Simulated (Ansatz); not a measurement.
# Mo (Im-3m) in Ansatz: settings compared, part 2 of 2

Ansatz 0.2.0.

**6. Single point, revPBE+D3(BJ)+ATM, collinear spin, random start, 15.26 Å³/atom (volume scaled by 0.96)**

The input, input.yaml:

```yaml
crystal:
  lattice:
    - [-1.562403524, 1.562403524, 1.562403524]
    - [1.562403524, -1.562403524, 1.562403524]
    - [1.562403524, 1.562403524, -1.562403524]
  atoms:
    - { symbol: Mo, position: [0.0, 0.0, 0.0], spin: 1.14 }
kpoints:
  mp_grid: { grid: [12, 12, 12] }
scf:
  occupations: { method: fermi_dirac, width: 0.025 }
hamiltonian:
  xc: revpbe
  dispersion: d3bjatm
  pseudopotentials: { kind: all_electron, lapw: { basis_error: 0.001 } }
magnetization:
  spin_polarized: true
output:
  forces: true
  stress: true
  eigenvalues: true
```

Potentials or basis: all-electron LAPW, scalar-relativistic.

The run is started by

```console
$ ansatz run input.yaml --threads 1 --pin off --max-ram 2560MiB --backend cpu --events-out ev --progress --plain --runs-dir out
```

Run time: 12 s. Hardware: 1 thread of Arm Neoverse V2, shared host; peak memory 0.36 GiB.

It converged, with:

```
Free energy            : -110184.1176 eV
Pressure               : -1.6 GPa
Band gap on the k mesh : none (metal or under the smearing width)
Net moment             : 0.00 μB per cell
Absolute moment        : 0.00 μB per cell
```

Caveat: pairwise dispersion overbinds metals, which lowers pressure and volume; the starting moments weren't kept.

**7. Single point, revPBE+D3(BJ)+ATM, collinear spin, random start, 15.57 Å³/atom (volume scaled by 0.98)**

Changes to input.yaml since step 6:

```diff
@@ -2,5 +2,5 @@
   lattice:
-    - [-1.562403524, 1.562403524, 1.562403524]
-    - [1.562403524, -1.562403524, 1.562403524]
-    - [1.562403524, 1.562403524, -1.562403524]
+    - [-1.5731790612, 1.5731790612, 1.5731790612]
+    - [1.5731790612, -1.5731790612, 1.5731790612]
+    - [1.5731790612, 1.5731790612, -1.5731790612]
   atoms:
```

The run is started by

```console
$ ansatz run input.yaml --threads 1 --pin off --max-ram 2560MiB --backend cpu --events-out ev --progress --plain --runs-dir out
```

It took 12 s on 1 thread of Arm Neoverse V2, shared host; peak memory 0.36 GiB.

Results (log left out):

```
Free energy            : -110184.1088 eV
Pressure               : -7.1 GPa
Band gap on the k mesh : none (metal or under the smearing width)
Net moment             : 0.00 μB per cell
Absolute moment        : 0.00 μB per cell
```

Caveat: pairwise dispersion overbinds metals, which lowers pressure and volume; the starting moments weren't kept.

**8. Single point, revPBE+D3(BJ)+ATM, collinear spin, random start, 15.89 Å³/atom**

Changes to input.yaml since step 7:

```diff
@@ -2,5 +2,5 @@
   lattice:
-    - [-1.5731790612, 1.5731790612, 1.5731790612]
-    - [1.5731790612, -1.5731790612, 1.5731790612]
-    - [1.5731790612, 1.5731790612, -1.5731790612]
+    - [-1.5838089719, 1.5838089719, 1.5838089719]
+    - [1.5838089719, -1.5838089719, 1.5838089719]
+    - [1.5838089719, 1.5838089719, -1.5838089719]
   atoms:
```

The run is started by

```console
$ ansatz run input.yaml --threads 1 --pin off --max-ram 2560MiB --backend cpu --events-out ev --progress --plain --runs-dir out
```

Wall time 12 s (1 thread of Arm Neoverse V2, shared host); peak memory 0.36 GiB.

The run converged. Its results:

| Item | Value |
| --- | --- |
| Free energy | -110184.0898 eV |
| Pressure | -12.0 GPa |
| Band gap on the k mesh | none (metal or under the smearing width) |
| Net moment | 0.00 μB per cell |
| Absolute moment | 0.00 μB per cell |

Caveat: pairwise dispersion overbinds metals, which lowers pressure and volume; the starting moments weren't kept.

**9. Single point, revPBE+D3(BJ)+ATM, collinear spin, random start, 16.21 Å³/atom (volume scaled by 1.02)**

Changes to input.yaml since step 8:

```diff
@@ -2,5 +2,5 @@
   lattice:
-    - [-1.5838089719, 1.5838089719, 1.5838089719]
-    - [1.5838089719, -1.5838089719, 1.5838089719]
-    - [1.5838089719, 1.5838089719, -1.5838089719]
+    - [-1.5942980787, 1.5942980787, 1.5942980787]
+    - [1.5942980787, -1.5942980787, 1.5942980787]
+    - [1.5942980787, 1.5942980787, -1.5942980787]
   atoms:
```

Potentials or basis: all-electron LAPW, scalar-relativistic.

The run is started by

```console
$ ansatz run input.yaml --threads 1 --pin off --max-ram 2560MiB --backend cpu --events-out ev --progress --plain --runs-dir out
```

Wall time 12 s (1 thread of Arm Neoverse V2, shared host); peak memory 0.36 GiB.

The run converged. Its results:

* Free energy: -110184.0615 eV
* Pressure: -16.4 GPa
* Band gap on the k mesh: none (metal or under the smearing width)
* Net moment: 0.00 μB per cell
* Absolute moment: 0.00 μB per cell

Caveat: pairwise dispersion overbinds metals, which lowers pressure and volume; the starting moments weren't kept.

**10. Single point, revPBE+D3(BJ)+ATM, collinear spin, random start, 16.53 Å³/atom (volume scaled by 1.04)**

Changes to input.yaml since step 9:

```diff
@@ -2,5 +2,5 @@
   lattice:
-    - [-1.5942980787, 1.5942980787, 1.5942980787]
-    - [1.5942980787, -1.5942980787, 1.5942980787]
-    - [1.5942980787, 1.5942980787, -1.5942980787]
+    - [-1.6046509537, 1.6046509537, 1.6046509537]
+    - [1.6046509537, -1.6046509537, 1.6046509537]
+    - [1.6046509537, 1.6046509537, -1.6046509537]
   atoms:
```

The run is started by

```console
$ ansatz run input.yaml --threads 1 --pin off --max-ram 2560MiB --backend cpu --events-out ev --progress --plain --runs-dir out
```

Run time: 12 s. Hardware: 1 thread of Arm Neoverse V2, shared host; peak memory 0.36 GiB.

The run converged. Its results:

```
Free energy            : -110184.0251 eV
Pressure               : -20.3 GPa
Band gap on the k mesh : none (metal or under the smearing width)
Net moment             : 0.00 μB per cell
Absolute moment        : 0.00 μB per cell
```

Caveat: pairwise dispersion overbinds metals, which lowers pressure and volume; the starting moments weren't kept.

**11. Single point, revPBE+D3(BJ)+ATM, collinear spin, random start, 16.85 Å³/atom (volume scaled by 1.06)**

Changes to input.yaml since step 10:

```diff
@@ -2,5 +2,5 @@
   lattice:
-    - [-1.6046509537, 1.6046509537, 1.6046509537]
-    - [1.6046509537, -1.6046509537, 1.6046509537]
-    - [1.6046509537, 1.6046509537, -1.6046509537]
+    - [-1.614871936, 1.614871936, 1.614871936]
+    - [1.614871936, -1.614871936, 1.614871936]
+    - [1.614871936, 1.614871936, -1.614871936]
   atoms:
```

The run is started by

```console
$ ansatz run input.yaml --threads 1 --pin off --max-ram 2560MiB --backend cpu --events-out ev --progress --plain --runs-dir out
```

It took 12 s on 1 thread of Arm Neoverse V2, shared host; peak memory 0.36 GiB.

The run converged. Its results:

```yaml
Free_energy: -110183.9813 eV
Pressure: -23.8 GPa
Band_gap_on_the_k_mesh: none (metal or under the smearing width)
Net_moment: 0.00 μB per cell
Absolute_moment: 0.00 μB per cell
```

Caveat: pairwise dispersion overbinds metals, which lowers pressure and volume; the starting moments weren't kept.

**12. Equation of state, revPBE+D3(BJ)+ATM, collinear spin, random start**

Potentials or basis: all-electron LAPW, scalar-relativistic.

This step only gathers the single runs of the series.

What came out:

```
Equilibrium volume                      : 15.17 Å³/atom
Bulk modulus                            : 286 GPa
Pressure derivative of the bulk modulus : 4.4
```

Energy against volume, from the lowest point:
| volume (Å³/atom) | energy (meV/atom) |
| --- | --- |
| 14.938 | 2.79 |
| 15.256 | 0.00 |
| 15.574 | 8.75 |
| 15.892 | 27.79 |
| 16.209 | 56.02 |
| 16.527 | 92.48 |
| 16.845 | 136.29 |

Caveat: the starting moments weren't kept.

**13. Summary**

| task | level | potentials or basis | spin | cell | k mesh | cutoff (eV) | smearing | scf convergence dr2 threshold | basis error allowed | other keys | pressure (GPa) | moment (μB) |
| --- | --- | --- | --- | --- | --- | --- | --- | --- | --- | --- | --- | --- |
| density of states | PBE exchange only | all-electron LAPW, relativistic spinors | non-collinear, ferromagnetic start, SOC | cell strained at random at fixed volume | 9 × 9 × 9 | 258 | fermi-dirac 0.1 eV | - | 0.001 eV/atom | - | 23.6 | 0.00 |
| band structure | PBE | all-electron LAPW, point nuclei | non-collinear, ferromagnetic start, SOC | as given | 9 × 9 × 9 | 232 | tetrahedron | 1e-09 | 0.002 eV/atom | scf.occupations.width = left out; … | -1.0 | 0.00 |
| projected density of states | LDA | all-electron LAPW, relativistic spinors | SOC, no magnetisation | cell strained at random at fixed volume | 9 × 9 × 9 | 254 | fermi-dirac 0.05 eV | - | 0.001 eV/atom | - | -13.9 | - |
| equation of state | revPBE+D3(BJ)+ATM | all-electron LAPW, scalar-relativistic | collinear, random start | as given | 12 × 12 × 12 | - | fermi-dirac 0.025 eV | - | 0.001 eV/atom | - | - | - |

Caveats: the k mesh is thin for a metal, which can move the energy by tens of meV per atom (some runs); the starting moments weren't kept (some runs); with tetrahedron occupations forces and stress needn't match the slope of the energy (some runs).

Compare energies only between runs with the same functional and basis.
